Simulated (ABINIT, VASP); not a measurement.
Given: the input of a run of VASP 6.6.1 on SnO2. Atoms were shifted at random by some hundredths of an Å from the given cell, which wasn't relaxed again for these runs. The cell comes from a database or a generator and needn't be the stable form of this composition.

Contents of INCAR:

```
SYSTEM = SnO2
PREC     = Accurate       ! precision mode
ENCUT    = 520            ! plane-wave cutoff, eV
EDIFF    = 1E-7           ! SCF threshold, eV
ISMEAR   = -1             ! smearing method
SIGMA    = 0.05           ! smearing width, eV
LREAL    = .FALSE.        ! projectors in reciprocal space
LASPH    = .TRUE.         ! aspherical terms in the spheres
NELM     = 80             ! most SCF steps
ALGO     = Normal         ! electronic algorithm
ISIF     = 2              ! what is computed and relaxed
LWAVE    = .FALSE.        ! write WAVECAR
LCHARG   = .FALSE.        ! write CHGCAR
GGA      = PE             ! functional
NBANDS   = 20             ! bands
```

File KPOINTS:

```
Automatic mesh
0
G
  9 6 5
  0 0 0
```

The input POSCAR:

```
SnO2
1.0
    3.0232700000      0.0000000000      0.0000000000
    0.0000000000      4.9646800000      0.0000000000
    0.0000000000      0.0000000000      5.9769600000
Sn O
1 2
Direct
    0.5074680000      0.4991730000     -0.0008730000
   -0.0043850000      0.5088600000      0.7674370000
   -0.0130290000      0.4947350000      0.2259780000
```

Potentials or basis: VASP PAW PBE potentials, release 64 (Sn_d, O).

The run is started by

```console
$ cat potpaw_PBE.64/Sn_d/POTCAR potpaw_PBE.64/O/POTCAR > POTCAR
$ mpirun -np 1 vasp_std > vasp.out
```

Question: What does the same run look like in ABINIT 10.8.3 (patched build)? Potentials or basis there: JTH PAW PBE v2.0, cutoff 626 eV.

Answer: As run (cutoffs and basis follow the program's own potentials, and thresholds, step limits or extra output files can differ):

File run.abi:

```
# Pseudopotentials
pp_dirpath "./"
pseudos "Sn.GGA_PBE-JTH.xml, O.GGA_PBE-JTH.xml"

# Structure
acell 5.7131523008 9.3818854964 11.2948174578
rprim
     1.0000000000     0.0000000000     0.0000000000
     0.0000000000     1.0000000000     0.0000000000
     0.0000000000     0.0000000000     1.0000000000
ntypat 2
znucl 50 8
natom 3
typat 1 2 2
xred
     0.5074680000     0.4991730000    -0.0008730000
    -0.0043850000     0.5088600000     0.7674370000
    -0.0130290000     0.4947350000     0.2259780000
chkprim 0
chksymtnons 0
tolsym 1.0e-6

# Plane-wave basis
ecut 23.0
pawecutdg 45.0
pawxcdev 0

# k points
kptopt 1
ngkpt 9 6 5
nshiftk 1
shiftk 0.0 0.0 0.0

# Exchange and correlation
ixc 11

# Bands and occupations
nband 17
occopt 3
tsmear 0.05 eV

# SCF cycle
nstep 100
tolvrs 1.0e-9

# Output
iomode 3
prtwf 0
prteig 0
prtebands 0
prtden 1
prtvha 1
prtvclmb 1
prtpot 1
```

Potentials or basis: JTH PAW PBE v2.0.

The run is started by

```bash
$ abinit run.abi > log 2>&1
```

Both were run:

|  | VASP | ABINIT |
| --- | --- | --- |
| Pressure | -0.5 GPa | -1.0 GPa |
| Largest force | 1.114 eV/Å | 1.052 eV/Å |

Pressure is positive in compression.
